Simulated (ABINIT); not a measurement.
# Zr (P-1) in ABINIT: convergence with cutoff

Aim: find how far cutoff must go before the results for Zr settle, at PBE. This setting moves, with any that are tied to it; all else stays.

Everything below comes from runs of ABINIT 10.8.3 (patched build). Logs are shortened: lines on timing, memory, paths and dates and some standing lists are left out, and cuts for length are marked. The log counts tension as positive stress, the text compression.

## (1) The cell of the first run

The typed cell holds 2 atoms: a = 3.232 Å, b = 3.232 Å, c = 5.147 Å, α = 90.00°, β = 90.00°, γ = 120.00°.

The cell isn't the ideal one: atoms moved at random, drawn with an rms of 0.05 Å.

## (2) With cutoff 7 Ha

File run.abi:

```
pp_dirpath "./"
pseudos "40_Zr_12_2.0_2.5_pbe_n_v1.0.psp8"

acell 3.232 3.232 5.147 Angstrom
rprim
     1.0000000000     0.0000000000     0.0000000000
    -0.5000000000     0.8660254038     0.0000000000
     0.0000000000     0.0000000000     1.0000000000
ntypat 1
znucl 40
natom 2
typat 1 1
xcart
     3.0099265637     1.7912006416     7.2868590607
     0.0356439235     3.6103924297     2.3788781661
chkprim 0
chksymtnons 0
tolsym 1.0e-6

ecut 190.479704 eV

kptopt 1
ngkpt 6 6 4
nshiftk 1
shiftk 0.0 0.0 0.0

ixc 11

nband 16
occopt 6
tsmear 0.1 eV

nstep 100
tolvrs 1.0e-10

iomode 3
prtwf 0
prtden 0
prteig 0
prtebands 0
enunit 2
```

Potentials or basis: SPMS NC PBE v1.0.

The run is started by

```console
> abinit run.abi > log 2>&1
```

It took 5.9 s on 1 thread of Arm Neoverse V2, shared host; peak memory 0.06 GiB.

The run converged. Its results:

| Item | Value |
| --- | --- |
| Free energy | -2765.1981 eV |
| Largest force | 0.156 eV/Å |
| Band gap on the k mesh | none (metal or under the smearing width) |
| Valence electrons inside the program's atomic spheres | Zr 8.38, 8.36 (radii [1.0584] Å) |

## (3) With cutoff 9 Ha

Changes to run.abi since step 2:

```diff
@@ -19,3 +19,3 @@
 
-ecut 190.479704 eV
+ecut 244.902476 eV
```

Potentials or basis: SPMS NC PBE v1.0.

The run is started by

```console
> abinit run.abi > log 2>&1
```

Run time: 9.4 s. Hardware: 1 thread of Arm Neoverse V2, shared host; peak memory 0.07 GiB.

It converged, with:

| Property | Result |
| --- | --- |
| Free energy | -2772.4505 eV |
| Largest force | 0.105 eV/Å |
| Band gap on the k mesh | none (metal or under the smearing width) |
| Valence electrons inside the program's atomic spheres | Zr 8.40, 8.41 (radii [1.0584] Å) |

## (4) With cutoff 11 Ha

Changes to run.abi since step 3:

```diff
@@ -19,3 +19,3 @@
 
-ecut 244.902476 eV
+ecut 299.325249 eV
```

The run is started by

```console
> abinit run.abi > log 2>&1
```

Run time: 11 s. Hardware: 1 thread of Arm Neoverse V2, shared host; peak memory 0.07 GiB.

It converged, with:

- Free energy: -2774.1088 eV
- Largest force: 0.108 eV/Å
- Band gap on the k mesh: none (metal or under the smearing width)
- Valence electrons inside the program's atomic spheres: Zr 8.39, 8.40 (radii [1.0584] Å)

## (5) With cutoff 12.5 Ha

Changes to run.abi since step 4:

```diff
@@ -19,3 +19,3 @@
 
-ecut 299.325249 eV
+ecut 340.142328 eV
```

The run is started by

```console
> abinit run.abi > log 2>&1
```

Wall time 13 s (1 thread of Arm Neoverse V2, shared host); peak memory 0.07 GiB.

The run converged. Its results:

* Free energy: -2774.3863 eV
* Largest force: 0.102 eV/Å
* Band gap on the k mesh: none (metal or under the smearing width)
* Valence electrons inside the program's atomic spheres: Zr 8.38, 8.40 (radii [1.0584] Å)

## (6) With cutoff 15.5 Ha

Changes to run.abi since step 5:

```diff
@@ -19,3 +19,3 @@
 
-ecut 340.142328 eV
+ecut 421.776487 eV
```

Potentials or basis: SPMS NC PBE v1.0.

The run is started by

```console
> abinit run.abi > log 2>&1
```

It took 20 s on 1 thread of Arm Neoverse V2, shared host; peak memory 0.07 GiB.

Results (log left out):

- Free energy: -2774.4924 eV
- Largest force: 0.101 eV/Å
- Band gap on the k mesh: none (metal or under the smearing width)
- Valence electrons inside the program's atomic spheres: Zr 8.40 (radii [1.0584] Å)

## (7) With cutoff 18 Ha

Changes to run.abi since step 6:

```diff
@@ -19,3 +19,3 @@
 
-ecut 421.776487 eV
+ecut 489.804952 eV
```

The run is started by

```console
> abinit run.abi > log 2>&1
```

It took 24 s on 1 thread of Arm Neoverse V2, shared host; peak memory 0.08 GiB.

It converged, with:

| Property | Result |
| --- | --- |
| Free energy | -2774.5030 eV |
| Pressure | 0.4 GPa |
| Largest force | 0.101 eV/Å |
| Band gap on the k mesh | none (metal or under the smearing width) |
| Valence electrons inside the program's atomic spheres | Zr 8.39 (radii [1.0584] Å) |

## (8) With cutoff 20.5 Ha

Changes to run.abi since step 7:

```diff
@@ -19,3 +19,3 @@
 
-ecut 489.804952 eV
+ecut 557.833418 eV
```

The run is started by

```console
> abinit run.abi > log 2>&1
```

Run time: 29 s. Hardware: 1 thread of Arm Neoverse V2, shared host; peak memory 0.08 GiB.

It converged, with:

* Free energy: -2774.5053 eV
* Pressure: 0.5 GPa
* Largest force: 0.101 eV/Å
* Band gap on the k mesh: none (metal or under the smearing width)
* Valence electrons inside the program's atomic spheres: Zr 8.39 (radii [1.0584] Å)

## (9) With cutoff 24.5 Ha

Changes to run.abi since step 8:

```diff
@@ -19,3 +19,3 @@
 
-ecut 557.833418 eV
+ecut 666.678963 eV
```

Potentials or basis: SPMS NC PBE v1.0.

The run is started by

```console
> abinit run.abi > log 2>&1
```

It took 45 s on 1 thread of Arm Neoverse V2, shared host; peak memory 0.09 GiB.

Results (log left out):

```
Free energy                                           : -2774.5057 eV
Pressure                                              : 0.5 GPa
Largest force                                         : 0.101 eV/Å
Band gap on the k mesh                                : none (metal or under the smearing width)
Valence electrons inside the program's atomic spheres : Zr 8.39, 8.40 (radii [1.0584] Å)
```

## (10) With cutoff 29 Ha

Changes to run.abi since step 9:

```diff
@@ -19,3 +19,3 @@
 
-ecut 666.678963 eV
+ecut 789.130201 eV
```

Potentials or basis: SPMS NC PBE v1.0.

The run is started by

```console
> abinit run.abi > log 2>&1
```

run.abo:

```text
.Version 10.8.3 of ABINIT
 Symmetries : space group P-1 (#  2); Bravais aP (primitive triclinic)
================================================================================
 Values of the parameters that define the memory need of the present run
     intxc =       0    ionmov =       0      iscf =       7    lmnmax =       6
     lnmax =       6     mgfft =      48  mpssoang =       3    mqgrid =    3001
     natom =       2  nloc_mem =       1    nspden =       1   nspinor =       1
    nsppol =       1      nsym =       2    n1xccc =    2501    ntypat =       1
    occopt =       6   xclevel =       2
       mpw =        2360          nfft =       43200          nkpt =          76
================================================================================
================================================================================

--------------------------------------------------------------------------------
------------- Echo of variables that govern the present computation ------------
--------------------------------------------------------------------------------
 -outvars: echo values of preprocessed input variables --------
            acell      6.1075948389E+00  6.1075948389E+00  9.7264203700E+00 Bohr
              amu      9.12240000E+01
          chkprim           0
      chksymtnons           0
             ecut      2.90000000E+01 Hartree
           enunit           2
                       outvar_i_n : Printing only first  50 k-points.
              ixc          11
                       outvar_i_n : Printing only first  50 k-points.
         kptrlatt        6    0    0      0    6    0      0    0    4
          kptrlen      3.66455690E+01
            natom           2
            nband          16
            ngfft          30      30      48
             nkpt          76
            nstep         100
             nsym           2
           ntypat           1
                       prtocc : prtvol=0, do not print more k-points.
           occopt           6
           prtden           0
        prtebands           0
           prteig           0
            prtwf           0
            rprim      1.0000000000E+00  0.0000000000E+00  0.0000000000E+00
                      -5.0000000000E-01  8.6602540380E-01  0.0000000000E+00
                       0.0000000000E+00  0.0000000000E+00  1.0000000000E+00
          spgroup           2
           tolsym      1.00000000E-06
           tolvrs      1.00000000E-10
           tsmear      3.67493222E-03 Hartree
            typat      1  1
                       outvars : Printing only first  50 k-points.
           xangst      1.5927845429E+00  9.4786255905E-01  3.8560397514E+00
                       1.8861952011E-02  1.9105373949E+00  1.2588481122E+00
            xcart      3.0099265637E+00  1.7912006416E+00  7.2868590607E+00
                       3.5643923500E-02  3.6103924297E+00  2.3788781661E+00
             xred      6.6213899955E-01  3.3864399976E-01  7.4918199949E-01
                       3.4712599977E-01  6.8257999953E-01  2.4457899984E-01
            znucl       40.00000

================================================================================

 chkinp: Checking input parameters for consistency.

================================================================================
== DATASET  1 ==================================================================

--- !DatasetInfo
iteration_state: {dtset: 1, }
dimensions: {natom: 2, nkpt: 76, mband: 16, nsppol: 1, nspinor: 1, nspden: 1, mpw: 2360, }
cutoff_energies: {ecut:  29.0, pawecutdg:  -1.0, }
electrons: {nelect:   2.40000000E+01, charge:   0.00000000E+00, occopt:   6.00000000E+00, tsmear:   3.67493222E-03, }
meta: {optdriver: 0, ionmov: 0, optcell: 0, iscf: 7, paral_kgb: 0, }
...

 Exchange-correlation functional for the present dataset will be:
  GGA: Perdew-Burke-Ernzerhof functional - ixc=11
  J.P.Perdew, K.Burke, M.Ernzerhof, PRL 77, 3865 (1996)

[... 54 lines left out ...]
lattice_angles: [ 90.000,  90.000, 120.000, ] # degrees, (23, 13, 12)
lattice_volume:   3.1421297E+02
convergence: {deltae: -1.890E-12, res2:  2.006E-12, residm:  9.510E-05, diffor: null, }
etotal    :  -1.01961203E+02
entropy   :   0.00000000E+00
fermie    :   3.02798877E-01
cartesian_stress_tensor: # hartree/bohr^3
- [ -8.88115548E-08,   1.18758292E-05,   3.72705038E-07, ]
- [  1.18758292E-05,  -1.67829521E-05,   2.59625559E-07, ]
- [  3.72705038E-07,   2.59625559E-07,  -3.12266460E-05, ]
pressure_GPa:   4.7170E-01
xred      :
- [  6.6214E-01,   3.3864E-01,   7.4918E-01, Zr]
- [  3.4713E-01,   6.8258E-01,   2.4458E-01, Zr]
cartesian_forces: # hartree/bohr
- [  6.24973648E-04,   4.35325908E-04,  -1.81405380E-03, ]
- [ -6.24973648E-04,  -4.35325908E-04,   1.81405380E-03, ]
force_length_stats: {min:   1.96745823E-03, max:   1.96745823E-03, mean:   1.96745823E-03, }
...

 Integrated electronic density in atomic spheres:
 ------------------------------------------------
 Atom  Sphere_radius  Integrated_density
    1        2.00000          8.39172720
    2        2.00000          8.39510925
================================================================================

 ----iterations are completed or convergence reached----

 Mean square residual over all n,k,spin=   55.609E-08; max=  95.096E-06
 reduced coordinates (array xred) for    2 atoms
       0.662138999546      0.338643999759      0.749181999489
       0.347125999766      0.682579999525      0.244578999837
 rms dE/dt=  1.0425E-02; max dE/dt=  1.7644E-02; dE/dt below (all hartree)
    1      -0.003817085828     -0.000394040466      0.017644249808
    2       0.003817085828      0.000394040466     -0.017644249808

 cartesian coordinates (angstrom) at end:
    1      1.59278454292105     0.94786255904651     3.85603975136850
    2      0.01886195201057     1.91053739491782     1.25884811216082

 cartesian forces (hartree/bohr) at end:
    1      0.00062497364819     0.00043532590793    -0.00181405379751
    2     -0.00062497364819    -0.00043532590793     0.00181405379751
 frms,max,avg= 1.1359125E-03 1.8140538E-03   0.000E+00  0.000E+00  0.000E+00 h/b

 cartesian forces (eV/Angstrom) at end:
    1      0.03213743713001     0.02238535822690    -0.09328239684468
    2     -0.03213743713001    -0.02238535822690     0.09328239684468
 frms,max,avg= 5.8410971E-02 9.3282397E-02   0.000E+00  0.000E+00  0.000E+00 e/A
 length scales=  6.107594838934  6.107594838934  9.726420370047 bohr
              =  3.232000000000  3.232000000000  5.147000000000 angstroms
 Fermi (or HOMO) energy (hartree) =   0.30280   Average Vxc (hartree)=  -0.41544
 Eigenvalues (hartree) for nkpt=  76  k points:
 kpt#   1, nband= 16, wtk=  0.00694, kpt=  0.0000  0.0000  0.0000 (reduced coord)
  -1.49422   -1.48851   -0.70557   -0.67340   -0.67258   -0.66850   -0.66796   -0.66761
   0.09277    0.18920    0.33143    0.33356    0.33616    0.34421    0.35689    0.35970
      occupation numbers for kpt#   1
   2.00000    2.00000    2.00000    2.00000    2.00000    2.00000    2.00000    2.00000
   2.00000    2.00000    0.00000    0.00000    0.00000    0.00000    0.00000    0.00000
 prteigrs : prtvol=0 or 1, do not print more k-points.

 Fermi (or HOMO) energy (eV) =   8.23958   Average Vxc (eV)= -11.30478
 Eigenvalues (   eV  ) for nkpt=  76  k points:
 kpt#   1, nband= 16, wtk=  0.00694, kpt=  0.0000  0.0000  0.0000 (reduced coord)
 -40.65989  -40.50443  -19.19964  -18.32419  -18.30186  -18.19089  -18.17608  -18.16664
   2.52451    5.14833    9.01856    9.07652    9.14746    9.36637    9.71140    9.78782
 prteigrs : prtvol=0 or 1, do not print more k-points.

--- !EnergyTerms
iteration_state     : {dtset: 1, }
comment             : Components of total free energy in Hartree
kinetic             :  2.80049828327630E+01
hartree             :  1.43372145179971E+01
xc                  : -2.01779443471587E+01
Ewald energy        : -7.70621575133230E+01
psp_core            :  5.12484512776058E+00
local_psp           : -5.05412717078979E+01
non_local_psp       : -1.64699831992630E+00
internal            : -1.01961329409785E+02
'-kT*entropy'       :  1.26671924698830E-04
total_energy        : -1.01961202737861E+02
total_energy_eV     : -2.77450566980470E+03
band_energy         : -1.22657711275872E+01
...

 Cartesian components of stress tensor (hartree/bohr^3)
  sigma(1 1)= -8.88115548E-08  sigma(3 2)=  2.59625559E-07
  sigma(2 2)= -1.67829521E-05  sigma(3 1)=  3.72705038E-07
  sigma(3 3)= -3.12266460E-05  sigma(2 1)=  1.18758292E-05

-Cartesian components of stress tensor (GPa)         [Pressure=  4.7170E-01 GPa]
- sigma(1 1)= -2.61292615E-03  sigma(3 2)=  7.63844767E-03
- sigma(2 2)= -4.93771497E-01  sigma(3 1)=  1.09653608E-02
- sigma(3 3)= -9.18719645E-01  sigma(2 1)=  3.49398958E-01

== END DATASET(S) ==============================================================
================================================================================

 -outvars: echo values of variables after computation  --------
            acell      6.1075948389E+00  6.1075948389E+00  9.7264203700E+00 Bohr
           etotal     -1.0196120274E+02
            fcart      6.2497364819E-04  4.3532590793E-04 -1.8140537975E-03
                      -6.2497364819E-04 -4.3532590793E-04  1.8140537975E-03
            rprim      1.0000000000E+00  0.0000000000E+00  0.0000000000E+00
                      -5.0000000000E-01  8.6602540380E-01  0.0000000000E+00
                       0.0000000000E+00  0.0000000000E+00  1.0000000000E+00
           strten     -8.8811554777E-08 -1.6782952051E-05 -3.1226646025E-05
                       2.5962555943E-07  3.7270503764E-07  1.1875829214E-05
           xangst      1.5927845429E+00  9.4786255905E-01  3.8560397514E+00
                       1.8861952011E-02  1.9105373949E+00  1.2588481122E+00
             xred      6.6213899955E-01  3.3864399976E-01  7.4918199949E-01
                       3.4712599977E-01  6.8257999953E-01  2.4457899984E-01
 Calculation completed.
```

Run time: 53 s. Hardware: 1 thread of Arm Neoverse V2, shared host; peak memory 0.1 GiB.

Results:

| Item | Value |
| --- | --- |
| Free energy | -2774.5057 eV |
| Pressure | 0.5 GPa |
| Largest force | 0.101 eV/Å |
| Band gap on the k mesh | none (metal or under the smearing width) |
| Valence electrons inside the program's atomic spheres | Zr 8.39, 8.40 (radii [1.0584] Å) |

## (11) Summary

```tsv
cutoff	energy less the tightest run (meV/atom)	largest force (eV/Å)	SCF cycles	CPU time (s)	peak memory (GiB)
7 Ha	4653.76	0.156	8	5.9	0.06
9 Ha	1027.57	0.105	8	9.4	0.07
11 Ha	198.45	0.108	8	11	0.07
12.5 Ha	59.69	0.102	8	13	0.07
15.5 Ha	6.65	0.101	8	20	0.07
18 Ha	1.34	0.101	8	24	0.08
20.5 Ha	0.19	0.101	8	29	0.08
24.5 Ha	0.01	0.101	9	45	0.09
29 Ha	0.00	0.101	9	53	0.1
```

Against the tightest run, the energy stays within 1 meV/atom from 20.5 Ha on; the largest force stays within 0.005 eV/Å from 12.5 Ha on. The tightest run that finished is the yardstick and may itself not be fully converged.

Caveats: all runs use coarse meshes.
